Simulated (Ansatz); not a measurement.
# Dielectric response of MgO (001) films

Wanted: ε of rocksalt MgO (001) by finite fields on slabs, and the band edges against the vacuum where run.

Method: plane-wave DFT, PBEsol, Ansatz PAW, in Ansatz 0.2.0.

Report form: the programs' logs are mostly left out.

## 1. The structure

The cell holds 6 atoms: 3 Mg and 3 O. Cell: a = 2.977 Å, b = 2.977 Å, c = 22.210 Å, α = 90.0°, β = 90.0°, γ = 90.0°. It derives from MgO (rocksalt MgO). Vacuum lies along c.

Structure file:

```cif
data_structure
_symmetry_space_group_name_H-M 'P 1'
_symmetry_Int_Tables_number 1
_cell_length_a 2.9769
_cell_length_b 2.9769
_cell_length_c 22.2100
_cell_angle_alpha 90.000
_cell_angle_beta 90.000
_cell_angle_gamma 90.000
_cell_volume 196.83
loop_
_atom_site_label
_atom_site_type_symbol
_atom_site_fract_x
_atom_site_fract_y
_atom_site_fract_z
_atom_site_occupancy
Mg1 Mg 0.50000 0.50000 0.40522 1
O2 O 0.00000 0.00000 0.40522 1
Mg3 Mg 0.00000 0.00000 0.50000 1
O4 O 0.50000 0.50000 0.50000 1
Mg5 Mg 0.50000 0.50000 0.59478 1
O6 O 0.00000 0.00000 0.59478 1
```

## 2. Relaxation, 6 atoms, units 3

The structure is relaxed first, because levels and dipoles at a surface follow the positions of the outer atoms.

input.yaml reads:

```yaml
crystal:
  lattice:
    - [2.97691955, 0.0, 0.0]
    - [0.0, 2.97691955, 0.0]
    - [0.0, 0.0, 22.21]
  atoms:
    - { symbol: Mg, position: [0.5, 0.5, 0.4052228726] }
    - { symbol: O, position: [0.0, 0.0, 0.4052228726] }
    - { symbol: Mg, position: [0.0, 0.0, 0.5] }
    - { symbol: O, position: [0.5, 0.5, 0.5] }
    - { symbol: Mg, position: [0.5, 0.5, 0.5947771274] }
    - { symbol: O, position: [0.0, 0.0, 0.5947771274] }
kpoints:
  mp_grid: { grid: [10, 10, 1] }
hamiltonian:
  xc: pbesol
scf:
  occupations: { method: fixed }
  convergence: { dr2_threshold: 1.0e-09 }
efield:
  axis: 3
  dipole_correction: true
  ramp_position: 0.97
  ramp_width: 0.06
relax:
  f_tol: 0.003
  max_steps: 100
output:
  write_potential: true
  write_density: true
  volumetric_format: npy
```

Launch:

```
$ ansatz run input.yaml --threads 4 --pin off --max-ram 8192MiB --backend cpu --events-out ev --progress --plain --runs-dir out
```

It took 9.9 s on 4 threads of Intel Xeon Platinum 8259CL at 2.50GHz (Skylake/Cascade Lake), shared host; peak memory 0.51 GiB; 35 s of CPU time.

Step by step:

```csv
step,energy less that of the first step (eV),largest force component (eV/Å)
1,0.0000,0.4463
2,-0.0183,0.1159
3,-0.0195,0.0065
4,-0.0195,0.0018
```

The run keeps the 8 symmetry operations that it works with, so distortions that break them were not tested.

The atoms that moved most (Å):

```csv
atom,dx,dy,dz,length
O6,0.000,0.000,0.027,0.027
O2,0.000,0.000,-0.027,0.027
Mg5,0.000,0.000,-0.018,0.018
Mg1,0.000,0.000,0.018,0.018
```

Final coordinates:

```xyz
6
Lattice="2.9769 0.0000 0.0000 0.0000 2.9769 0.0000 0.0000 0.0000 22.2100" Properties=species:S:1:pos:R:3
Mg    1.4885    1.4885    9.0182
O     0.0000    0.0000    8.9731
Mg    0.0000    0.0000   11.1050
O     1.4885    1.4885   11.1050
Mg    1.4885    1.4885   13.1918
O     0.0000    0.0000   13.2369
```

Numbers from this step:

| Quantity | Value |
| --- | --- |
| gap on the k-mesh | 3.551 eV |
| dipole along the normal | 1.14e-8 e·Å |
| ionisation energy, upper face | 5.271 eV |
| electron affinity, upper face | 1.720 eV |

Running mean over 2.105 Å of the planar mean; the ramp of the sawtooth is left out. The electron's electrostatic potential energy less the highest filled level by z:

```csv
z (Å),electron's electrostatic potential energy less the highest filled level (eV)
2.96,5.27
3.41,5.27
3.85,5.27
4.29,5.27
4.74,5.27
5.18,5.27
5.63,5.26
6.07,5.24
6.51,5.18
6.96,4.95
7.40,4.07
7.85,0.997
8.29,-2.90
8.74,-4.57
9.18,-4.96
9.62,-5.05
10.07,-5.09
10.51,-5.11
10.96,-5.12
11.25,-5.12
11.70,-5.11
12.14,-5.09
12.59,-5.05
13.03,-4.96
13.47,-4.57
13.92,-2.90
14.36,0.997
14.81,4.07
15.25,4.95
15.70,5.18
16.14,5.24
16.58,5.26
17.03,5.27
17.47,5.27
17.92,5.27
18.36,5.27
18.80,5.27
19.25,5.27
```

The relaxation took 4 steps and lowered the energy by 0.020 eV; the largest force on the free atoms ends at 0.0018 eV/Å.

The gap is 3.55 eV, with the valence edge 5.27 eV and the conduction edge 1.72 eV under the upper vacuum level.

## 3. Single point on the relaxed film, 6 atoms, units 3

The film was relaxed beforehand; a single point on the relaxed positions gives its levels and potential.

input.yaml, the sections that differ from step 2:

```yaml
crystal:
  lattice:
    - [2.97691955, 0.0, 0.0]
    - [0.0, 2.97691955, 0.0]
    - [0.0, 0.0, 22.21]
  atoms:
    - { symbol: Mg, position: [0.5, 0.5, 0.4060444375] }
    - { symbol: O, position: [0.0, 0.0, 0.4040113676] }
    - { symbol: Mg, position: [0.0, 0.0, 0.5000000002] }
    - { symbol: O, position: [0.5, 0.5, 0.4999999998] }
    - { symbol: Mg, position: [0.5, 0.5, 0.5939555623] }
    - { symbol: O, position: [0.0, 0.0, 0.5959886326] }
output:
  eigenvalues: true
  write_potential: true
  write_density: true
  volumetric_format: npy
# kpoints, hamiltonian, scf, efield: as in step 2
# relax: removed
```

Run time: 3.6 s. Hardware: 4 threads; peak memory 0.51 GiB; 13 s of CPU time.

Numbers from this step:

```yaml
gap_on_the_k_mesh: 3.550 eV
dipole_along_the_normal: 3.00e-7 e·Å
ionisation_energy_upper_face: 5.272 eV
electron_affinity_upper_face: 1.722 eV
```

Running mean over 2.105 Å of the planar mean; the ramp of the sawtooth is left out. Electron's electrostatic potential energy less the highest filled level against z:

z (Å), electron's electrostatic potential energy less the highest filled level (eV) and a bar from the least value:
```
      3.0       5.27 ##############################
      3.5       5.27 ##############################
      4.0       5.27 ##############################
      4.5       5.27 ##############################
      5.0       5.27 ##############################
      5.5       5.27 ##############################
      6.0       5.25 ##############################
      6.5       5.18 ##############################
      7.0       4.90 #############################
      7.5       3.59 #########################
      8.0      -0.45 #############
      8.5      -3.95 ###
      9.0      -4.85 #
      9.5      -5.03 
     10.0      -5.09 
     10.5      -5.11 
     11.0      -5.12 
     11.5      -5.12 
     12.0      -5.10 
     12.5      -5.06 
     13.0      -4.97 
     13.5      -4.52 ##
     14.0      -2.27 ########
     14.5       2.20 #####################
     15.0       4.60 ############################
     15.5       5.11 ##############################
     16.0       5.23 ##############################
     16.5       5.26 ##############################
     17.0       5.27 ##############################
     17.5       5.27 ##############################
     18.0       5.27 ##############################
     18.5       5.27 ##############################
     19.0       5.27 ##############################
```

The gap is 3.55 eV, with the valence edge 5.27 eV and the conduction edge 1.72 eV under the upper vacuum level.

## 4. Atoms held, 6 atoms, units 3, field 0.05 V/Å

A sawtooth potential applies the field, turning back in the middle of the vacuum. With the dipole correction the typed value is the field outside the slab. The induced dipole is small, so the SCF threshold is tight.

Changes to input.yaml since step 3:

```diff
@@ -18,3 +18,3 @@
   occupations: { method: fixed }
-  convergence: { dr2_threshold: 1.0e-09 }
+  convergence: { dr2_threshold: 1.0e-10 }
 efield:
@@ -24,4 +24,4 @@
   ramp_width: 0.06
+  amplitude: 0.05
 output:
-  eigenvalues: true
   write_potential: true
```

Wall time 4 s (4 threads); peak memory 0.49 GiB; 15 s of CPU time.

Numbers from this step:

```yaml
gap_on_the_k_mesh: 3.538 eV
dipole_along_the_normal: 0.01316 e·Å
```

The dipole is 0.0132 e·Å, and the gap on the mesh 3.538 eV.

## 5. Atoms held, 6 atoms, units 3, field -0.05 V/Å

Changes to input.yaml since step 4:

```diff
@@ -24,3 +24,3 @@
   ramp_width: 0.06
-  amplitude: 0.05
+  amplitude: -0.05
 output:
```

It took 4.3 s on 4 threads; peak memory 0.5 GiB.

The dipole is -0.0132 e·Å, and the gap on the mesh 3.538 eV.

## 6. Response with the atoms held, 6 atoms, units 3

This step: plane-wave DFT, PBEsol, Ansatz PAW; response to a field along the normal, atoms held (Ansatz 0.2.0).

The two fields give this film's response with the atoms held: the electronic part.

This step gave:

```yaml
equivalent_conductor_thickness_p_eps_0ae: 5.374 Å
distance_between_the_outer_atoms: 4.264 Å
thickness: 6.315 Å
```

Local field over the applied field, running mean. From the potentials at -0.05 and 0.05 V/Å; running mean over 2.105 Å, taken twice. Table of local field over applied field by z:

```csv
z (Å),local field over applied field
4.0,0.999
4.5,0.997
5.0,0.991
5.5,0.977
6.0,0.943
6.5,0.876
7.0,0.768
7.5,0.628
8.0,0.481
8.5,0.362
9.0,0.291
9.5,0.265
10.0,0.270
10.5,0.283
11.0,0.288
11.5,0.286
12.0,0.275
12.5,0.265
13.0,0.275
13.5,0.326
14.0,0.426
14.5,0.565
15.0,0.712
15.5,0.835
16.0,0.920
16.5,0.966
17.0,0.987
17.5,0.995
18.0,0.998
```

The induced electron density oscillates, so the rows of the table below give means over windows of 0.5 Å about each position, cut where the curve ends. Its maxima inside the range that stand out by 2 % of the span (Å: e/Å³ per V/Å): 8.00: 0.00353, 9.03: 5.7e-4, 10.51: 0.00179, 12.59: 0.00229, 13.47: 5.8e-4. Its minima: 8.74: -5.9e-4, 9.62: -0.00229, 11.70: -0.00179, 13.18: -5.7e-4, 14.21: -0.00353.

Electrons, planar mean, per unit field. Table of induced electron density by z; means over each step:

```csv
z (Å),induced electron density (e/Å³ per V/Å)
4.0,3.6e-6
4.5,8.5e-6
5.0,2.6e-5
5.5,7.4e-5
6.0,2.1e-4
6.5,5.4e-4
7.0,0.00128
7.5,0.00257
8.0,0.00335
8.5,0.00123
9.0,-3.3e-5
9.5,-0.00176
10.0,-5.7e-4
10.5,0.00140
11.0,2.0e-4
11.5,-0.00104
12.0,-5.9e-4
12.5,0.00182
13.0,4.9e-4
13.5,-1.7e-4
14.0,-0.00293
14.5,-0.00307
15.0,-0.00179
15.5,-7.8e-4
16.0,-3.1e-4
16.5,-1.2e-4
17.0,-4.0e-5
17.5,-1.4e-5
18.0,-4.6e-6
```

By hand: between -0.05 and 0.05 V/Å the dipole changes by 0.02632 e·Å, a slope of 0.2632 e·Å²/V. A perfect conductor of thickness t has p = ε₀AEt, so t = 180.95 × 0.2632 / 8.862 = 5.37 Å (e/ε₀ = 180.95 V·Å, A in Å²).

The induced dipole is that of a conductor 5.37 Å thick.

## 7. Field on, atoms free, 6 atoms, field 0.05 V/Å

This step: plane-wave DFT, PBEsol, Ansatz PAW (Ansatz 0.2.0).

Now the atoms may follow the field. A weak field makes forces of meV/Å to tens of meV/Å, so the force tolerance is set well below the usual one.

Changes to input.yaml since step 5:

```diff
@@ -24,3 +24,6 @@
   ramp_width: 0.06
-  amplitude: -0.05
+  amplitude: 0.05
+relax:
+  f_tol: 0.0006
+  max_steps: 70
 output:
```

Elapsed: 9.5 s, on 4 threads; peak memory 0.49 GiB.

No atom moved by 0.005 Å in the relaxation.

Numbers from this step:

- gap on the k-mesh: 3.547 eV
- dipole along the normal: 0.01660 e·Å

The relaxation took 4 steps and lowered the energy by 8.7e-5 eV; the largest force on the free atoms ends at 3.3e-4 eV/Å.

The dipole is 0.0166 e·Å, and the gap on the mesh 3.547 eV.

## 8. Relaxing in the field, 6 atoms, field -0.05 V/Å

The opposite sign, again from the field-free geometry; the difference of the two cancels what relaxes without a field.

Changes to input.yaml since step 7:

```diff
@@ -24,3 +24,3 @@
   ramp_width: 0.06
-  amplitude: 0.05
+  amplitude: -0.05
 relax:
```

The job ended after 8.9 s (4 threads; peak memory 0.49 GiB).

Hardly anything moved in the relaxation; the energy changed by under 0.2 meV an atom.

The relaxation took 4 steps and lowered the energy by 8.7e-5 eV; the largest force on the free atoms ends at 3.3e-4 eV/Å.

The dipole is -0.0166 e·Å, and the gap on the mesh 3.547 eV.

## 9. Response with the atoms relaxed, 6 atoms, units 3

This step: plane-wave DFT, PBEsol, Ansatz PAW; response to a field along the normal, atoms relaxed (Ansatz 0.2.0).

The two relaxed runs give the static response.

Numbers from this step:

| Quantity | Value |
| --- | --- |
| equivalent conductor thickness p/(ε₀AE) | 6.778 Å |

Local field over the applied field, running mean. From the potentials at -0.05 and 0.05 V/Å; running mean over 2.105 Å, taken twice. Table of local field over applied field by z:

z (Å), local field over applied field and a bar:
```
     4.00      0.999 ##############################
     4.44      0.998 ##############################
     4.74      0.996 ##############################
     5.18      0.990 ##############################
     5.48      0.982 #############################
     5.92      0.957 #############################
     6.37      0.900 ###########################
     6.66      0.842 #########################
     7.11      0.716 #####################
     7.40      0.605 ##################
     7.85      0.418 ############
     8.29      0.247 #######
     8.59      0.167 ####
     9.03      0.073 #
     9.33      0.040 
     9.77      0.035 
    10.22      0.062 #
    10.51      0.071 #
    10.96      0.066 #
    11.25      0.066 #
    11.70      0.071 #
    11.99      0.062 #
    12.44      0.035 
    12.88      0.040 
    13.18      0.073 #
    13.62      0.167 ####
    13.92      0.247 #######
    14.36      0.418 ############
    14.81      0.605 ##################
    15.10      0.716 #####################
    15.55      0.842 #########################
    15.84      0.900 ###########################
    16.29      0.957 #############################
    16.73      0.982 #############################
    17.03      0.990 ##############################
    17.47      0.996 ##############################
    17.77      0.998 ##############################
    18.21      0.999 ##############################
```

The induced dipole is that of a conductor 6.78 Å thick.

## 10. Relaxing the film, 10 atoms, units 5

This step: plane-wave DFT, PBEsol, Ansatz PAW (Ansatz 0.2.0).

System of this step: MgO (001), 5 units. The cell holds 10 atoms: 5 Mg and 5 O. Its edges and angles: a = 2.977 Å, b = 2.977 Å, c = 26.420 Å, α = 90.0°, β = 90.0°, γ = 90.0°. It derives from MgO (rocksalt MgO). Vacuum lies along c.

The next thickness, treated alike, so that differences show the interior and the faces cancel.

input.yaml reads:

```yaml
crystal:
  lattice:
    - [2.97691955, 0.0, 0.0]
    - [0.0, 2.97691955, 0.0]
    - [0.0, 0.0, 26.42]
  atoms:
    - { symbol: Mg, position: [0.5, 0.5, 0.340651022] }
    - { symbol: O, position: [0.0, 0.0, 0.340651022] }
    - { symbol: Mg, position: [0.0, 0.0, 0.420325511] }
    - { symbol: O, position: [0.5, 0.5, 0.420325511] }
    - { symbol: Mg, position: [0.5, 0.5, 0.5] }
    - { symbol: O, position: [0.0, 0.0, 0.5] }
    - { symbol: Mg, position: [0.0, 0.0, 0.579674489] }
    - { symbol: O, position: [0.5, 0.5, 0.579674489] }
    - { symbol: Mg, position: [0.5, 0.5, 0.659348978] }
    - { symbol: O, position: [0.0, 0.0, 0.659348978] }
kpoints:
  mp_grid: { grid: [10, 10, 1] }
hamiltonian:
  xc: pbesol
scf:
  occupations: { method: fixed }
  convergence: { dr2_threshold: 1.0e-09 }
efield:
  axis: 3
  dipole_correction: true
  ramp_position: 0.97
  ramp_width: 0.06
relax:
  f_tol: 0.003
  max_steps: 100
output:
  write_potential: true
  write_density: true
  volumetric_format: npy
```

It took 17 s on 4 threads; peak memory 0.67 GiB.

Relaxation path:

```csv
step,energy less that of the first step (eV),largest force component (eV/Å)
1,0.0000,0.4434
2,-0.0193,0.0806
3,-0.0201,0.0212
4,-0.0202,0.0010
```

Forces are held to the 8 operations that the run works with; a distortion that breaks them can't arise in this run.

The atoms that moved most (Å):

```csv
atom,dx,dy,dz,length
O10,0.000,0.000,0.031,0.031
O2,0.000,0.000,-0.031,0.031
Mg9,0.000,0.000,-0.016,0.016
Mg1,0.000,0.000,0.016,0.016
Mg3,0.000,0.000,-0.007,0.007
Mg7,0.000,0.000,0.007,0.007
```

The relaxation took 4 steps and lowered the energy by 0.020 eV; the largest force on the free atoms ends at 0.0010 eV/Å.

The gap is 3.70 eV, with the valence edge 5.27 eV and the conduction edge 1.57 eV under the upper vacuum level.

## 11. Single point on the relaxed film, 10 atoms, units 5

input.yaml, the sections that differ from step 10:

```yaml
crystal:
  lattice:
    - [2.97691955, 0.0, 0.0]
    - [0.0, 2.97691955, 0.0]
    - [0.0, 0.0, 26.42]
  atoms:
    - { symbol: Mg, position: [0.5, 0.5, 0.3412588537] }
    - { symbol: O, position: [0.0, 0.0, 0.3394926222] }
    - { symbol: Mg, position: [0.0, 0.0, 0.4200513111] }
    - { symbol: O, position: [0.5, 0.5, 0.4203425701] }
    - { symbol: Mg, position: [0.5, 0.5, 0.5] }
    - { symbol: O, position: [0.0, 0.0, 0.5] }
    - { symbol: Mg, position: [0.0, 0.0, 0.5799486889] }
    - { symbol: O, position: [0.5, 0.5, 0.57965743] }
    - { symbol: Mg, position: [0.5, 0.5, 0.6587411463] }
    - { symbol: O, position: [0.0, 0.0, 0.6605073778] }
output:
  eigenvalues: true
  write_potential: true
  write_density: true
  volumetric_format: npy
  elf: true
# kpoints, hamiltonian, scf, efield: as in step 10
# relax: removed
```

Wall time 6.9 s (4 threads); peak memory 0.71 GiB.

The gap is 3.70 eV, with the valence edge 5.27 eV and the conduction edge 1.57 eV under the upper vacuum level.

## 12. Atoms held, 10 atoms, units 5, field 0.05 V/Å

Changes to input.yaml since step 11:

```diff
@@ -22,3 +22,3 @@
   occupations: { method: fixed }
-  convergence: { dr2_threshold: 1.0e-09 }
+  convergence: { dr2_threshold: 1.0e-10 }
 efield:
@@ -28,4 +28,4 @@
   ramp_width: 0.06
+  amplitude: 0.05
 output:
-  eigenvalues: true
   write_potential: true
@@ -33,2 +33 @@
   volumetric_format: npy
-  elf: true
```

Wall time 7.7 s (4 threads); peak memory 0.69 GiB; 29 s of CPU time.

The dipole is 0.0203 e·Å, and the gap on the mesh 3.638 eV.

## 13. Atoms held, 10 atoms, units 5, field -0.05 V/Å

Changes to input.yaml since step 12:

```diff
@@ -28,3 +28,3 @@
   ramp_width: 0.06
-  amplitude: 0.05
+  amplitude: -0.05
 output:
```

It took 7.8 s on 4 threads; peak memory 0.69 GiB.

The dipole is -0.0203 e·Å, and the gap on the mesh 3.638 eV.

## 14. Response with the atoms held, 10 atoms, units 5

This step: plane-wave DFT, PBEsol, Ansatz PAW; response to a field along the normal, atoms held (Ansatz 0.2.0).

Local field over the applied field, running mean. From the potentials at -0.05 and 0.05 V/Å; running mean over 2.105 Å, taken twice. Local field over applied field against z:

```csv
z (Å),local field over applied field
4.5,0.997
5.0,0.992
5.5,0.977
6.0,0.944
6.5,0.876
7.0,0.768
7.5,0.628
8.0,0.481
8.5,0.362
9.0,0.292
9.5,0.266
10.0,0.271
10.5,0.286
11.0,0.296
11.5,0.303
12.0,0.306
12.5,0.306
13.0,0.306
13.5,0.306
14.0,0.306
14.5,0.305
15.0,0.302
15.5,0.295
16.0,0.284
16.5,0.269
17.0,0.267
17.5,0.300
18.0,0.378
18.5,0.503
19.0,0.652
19.5,0.788
20.0,0.889
20.5,0.951
21.0,0.980
21.5,0.993
22.0,0.997
```

The induced dipole is that of a conductor 8.29 Å thick.

## 15. Field on, atoms free, 10 atoms, units 5, field 0.05 V/Å

This step: plane-wave DFT, PBEsol, Ansatz PAW (Ansatz 0.2.0).

The same pair of relaxations in the field for this thickness.

Changes to input.yaml since step 13:

```diff
@@ -28,3 +28,6 @@
   ramp_width: 0.06
-  amplitude: -0.05
+  amplitude: 0.05
+relax:
+  f_tol: 0.0006
+  max_steps: 70
 output:
```

It took 16 s on 4 threads; peak memory 0.66 GiB.

Hardly anything moved in the relaxation; the energy changed by under 0.2 meV an atom.

The relaxation took 4 steps and lowered the energy by 1.4e-4 eV; the largest force on the free atoms ends at 2.4e-4 eV/Å.

The dipole is 0.0259 e·Å, and the gap on the mesh 3.682 eV.

## 16. Field on, atoms free, 10 atoms, units 5, field -0.05 V/Å

Changes to input.yaml since step 15:

```diff
@@ -28,3 +28,3 @@
   ramp_width: 0.06
-  amplitude: 0.05
+  amplitude: -0.05
 relax:
```

Run time: 17 s. Hardware: 4 threads; peak memory 0.66 GiB; 63 s of CPU time.

No atom moved by 0.005 Å in the relaxation.

The relaxation took 4 steps and lowered the energy by 1.4e-4 eV; the largest force on the free atoms ends at 2.4e-4 eV/Å.

The dipole is -0.0259 e·Å, and the gap on the mesh 3.682 eV.

(Continued in part 2 of 2.)

[Logs are printed without paths, hosts, clocks, repeated set-up lines and the standing remarks that a program may print on its own settings, such as how far it seeks lower states.]

[Hosts, paths, dates, database ids (printed as entryN), source tags and the programs' standing remarks are cut or masked in the printed files.]

[Maps of the electrostatic potential energy from Ansatz leave out the sawtooth potential of an applied field or a dipole correction, so their vacuum need not be flat; planar profiles and work functions include it.]
